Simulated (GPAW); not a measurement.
Input of a GPAW 26.7.0 run:

The input run.py:

```python
from ase import Atoms
from ase.dft.bandgap import bandgap
from ase.io import write
from ase.units import GPa
from gpaw import GPAW, PW, setup_paths

setup_paths.insert(0, '.')

atoms = Atoms(['In'],
              cell=[[-1.62547, 1.62547, 2.4737],
                    [1.62547, -1.62547, 2.4737],
                    [1.62547, 1.62547, -2.4737]],
              scaled_positions=[[0.0, 0.0, 0.0]],
              pbc=True)

calc = GPAW(mode=PW(600),
            xc='PBEsol',
            kpts={'size': (9, 9, 9), 'gamma': True},
            occupations={'name': 'fermi-dirac', 'width': 0.05},
            nbands=14,
            convergence={'density': 1e-05, 'energy': 1e-05},
            maxiter=150,
            txt='gpaw.txt')
atoms.calc = calc
energy = atoms.get_potential_energy()
forces = atoms.get_forces()
stress = atoms.get_stress()
calc.write('gs.gpw')
write('result.traj', atoms)
print(f'Energy: {energy:.6f} eV')
print('Forces (eV/A):')
print(forces.round(4))
print('Stress (GPa):', (stress / GPa).round(3))
print('Fermi level:', round(calc.get_fermi_level(), 4), 'eV')
print(f'Gap: {bandgap(calc)[0]:.4f} eV, direct: {bandgap(calc, direct=True)[0]:.4f} eV')

path = atoms.cell.bandpath('GXYSGZS1NPY1Z,XP', npoints=80, eps=1e-4)
bs_calc = calc.fixed_density(kpts=path, symmetry='off', nbands=22,
                             convergence={'bands': 'CBM+6.0', 'eigenstates': 1e-6}, txt='bands.txt')
bs = bs_calc.band_structure()
bs.write('bs.json')
print(f'Gap on the path: {bandgap(bs_calc)[0]:.4f} eV')
```

Potentials or basis: PAW data sets generated in the run's folder for this functional, pw.

Command:

```console
$ gpaw-setup -f PBEsol In
$ OMP_NUM_THREADS=1 python run.py
```

**Question.** Predict the band gap along the path.

**Answer.** None (metal or under the smearing width).

**Question.** Estimate the pressure.

**Answer.** -1.2 GPa.

Levels at the corners of the path, in eV from the Fermi level:
```csv
point,band 4,band 5,band 6,band 7,band 8,band 9
Γ,-14.39,-14.28,-9.61,10.46,10.46,10.62
X,-14.17,-14.08,-2.04,-1.70,3.44,3.87
Y,-14.28,-14.16,-1.71,-0.32,0.06,1.27
S,-14.27,-14.19,-2.56,-1.28,-0.58,6.07
Γ,-14.39,-14.28,-9.61,10.46,10.46,10.62
Z,-14.14,-14.14,-2.97,-2.75,4.65,4.65
S1,-14.27,-14.19,-2.56,-1.28,-0.58,6.07
N,-14.19,-14.15,-4.35,-3.45,7.45,9.07
P,-14.27,-14.08,-1.30,-0.13,-0.13,1.67
Y1,-14.28,-14.16,-1.71,-0.32,0.06,1.27
Z,-14.14,-14.14,-2.97,-2.75,4.65,4.65
X,-14.17,-14.08,-2.04,-1.70,3.44,3.87
P,-14.27,-14.08,-1.30,-0.13,-0.13,1.67
```

Caveat: spin-orbit coupling is left out, which moves the levels of the heavy elements.
